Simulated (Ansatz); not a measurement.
Si (lonsdaleite), relaxed with r2SCAN: 6 runs in Ansatz 0.2.0, each a calculation of independent-particle optics. The symmetry is P6_3/mmc (No. 194, hexagonal); conventional cell a = 3.832 Å, c = 6.341 Å, 20.16 Å³ an atom. Around Si lie 4 Si at 2.35–2.37 Å. Calculated for a static, non-magnetic cell.

```xyz
4
Lattice="3.8321 0.0000 0.0000 -1.9161 3.3187 0.0000 0.0000 0.0000 6.3412" Properties=species:S:1:pos:R:3 pbc="T T T"
Si    0.0000    2.2125    0.0036
Si    1.9161    1.1062    3.1742
Si    0.0000    2.2125    2.3744
Si    1.9161    1.1062    5.5450
```

On meshes this coarse, single peaks can be features of the mesh. No local fields, no excitons; the zone sum runs over the cells of the mesh, and ε∞ includes the bands left out of the spectrum. Up to four peaks are listed, those above 15 % of the tallest and inside the complete range; the four can differ from row to row. Rows marked drawn have settings drawn at random (some not listed).

| functional | k mesh | broadening (eV) | scissors (eV) | range (eV) | settings | direct gap on the mesh before scissors (eV) | ε∞ xx | ε∞ yy | ε∞ zz | complete up to (eV) | tallest peaks of mean ε₂ (eV) |
| --- | --- | --- | --- | --- | --- | --- | --- | --- | --- | --- | --- |
| PBE | 6×6×4 | 0.1 | 0.00 | 0–12 | chosen | 1.03 | 13.28 | 13.28 | 14.30 | 12.0 | 3.50 |
| r2SCAN | 6×6×4 | 0.1 | 0.00 | 0–12 | chosen | 1.36 | 11.72 | 11.72 | 12.57 | 12.0 | 3.85 4.35 |
| PBE | 6×6×2 | 0.15 | 0.00 | 2–10 | drawn | 1.03 | 13.33 | 13.33 | 14.37 | 10.0 | 3.60 |
| LDA | 6×6×4 | 0.15 | 0.30 | 0–20 | drawn | 0.92 | 13.02 | 13.02 | 13.97 | 20.0 | 3.80 |
| PBE | 6×6×4 | 0.25 | 0.00 | 0–10 | drawn | 1.03 | 13.46 | 13.46 | 14.54 | 10.0 | 3.70 |

**Question.** Estimate from these rows what the further settings give.
```json
{"functional": "PBE", "k mesh": "6×6×4", "broadening (eV)": "0.1", "scissors (eV)": "0.66 (to HSE06)", "range (eV)": "0–12", "settings": "chosen"}
```

**Answer.**
```csv
functional,k mesh,broadening (eV),scissors (eV),range (eV),settings,direct gap on the mesh before scissors (eV),ε∞ xx,ε∞ yy,ε∞ zz,complete up to (eV),tallest peaks of mean ε₂ (eV)
PBE,6×6×4,0.1,0.66 (to HSE06),0–12,chosen,1.03,11.51,11.51,12.30,12.0,4.15
```

The fundamental gap is indirect (0.42 eV with PBE on 6×6×4); the table holds the direct one.
